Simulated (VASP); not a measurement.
# Settings for KF: self-consistent run

KF, molecule in box, 2 atoms in the cell. PBE with TS; PAW potentials F, K_sv (PBE set). VASP 6.6.1.

Wanted: energy within 2 meV/atom; pressure within 0.1 GPa.

POSCAR:
```
KF
1.0
   11.0000000000      0.0000000000      0.0000000000
    0.0000000000     10.0000000000      0.0000000000
    0.0000000000      0.0000000000     10.0000000000
F K
1 1
Direct
    0.5858500000      0.4688700000      0.5502350000
    0.4165136400      0.5353300000      0.4565650000
```

## Inputs of the Tkatchenko-Scheffler term

| Inputs of the Tkatchenko-Scheffler term | Energy less reference (meV/atom) | Pressure (GPa) | SCF iterations | Time (s) |
|---|---|---|---|---|
| default | 0.0 | -0.02 | 29 | 130 |
| VDW_RADIUS = 15 | 0.1 | -0.02 | 29 | 135 |
| VDW_RADIUS = 100 | 0.0 | -0.02 | 29 | 128 |
| VDW_SR = 0.9 | -0.8 | -0.02 | 29 | 122 |
| VDW_D = 15.0 | -1.9 | -0.02 | 29 | 124 |
| LVDW_ONECELL = .TRUE. .TRUE. .TRUE. | 0.6 | -0.02 | 29 | 113 |

Chosen: default; no other choice that stays within half of the tolerance saves 30 % of the time.

## The input

INCAR:
```
SYSTEM = KF
ALGO = Normal
EDIFF = 1E-7
ENCUT = 520
ISIF = 2
ISMEAR = 0
IVDW = 2
LASPH = .TRUE.
LCHARG = .FALSE.
LREAL = .FALSE.
LWAVE = .FALSE.
NELM = 100
PREC = Accurate
SIGMA = 0.02
```

KPOINTS:
```
k-points
0
Gamma
  1 1 1
```

Commands:
```
cat potpaw_PBE.64/F/POTCAR potpaw_PBE.64/K_sv/POTCAR > POTCAR
mpirun -np 1 vasp_std > vasp.out
```

The chosen input took VASP 6.6.1 130 s on 1 core (Intel Xeon Platinum 8259CL @ 2.50GHz (Skylake/Cascade Lake)), a shared host.
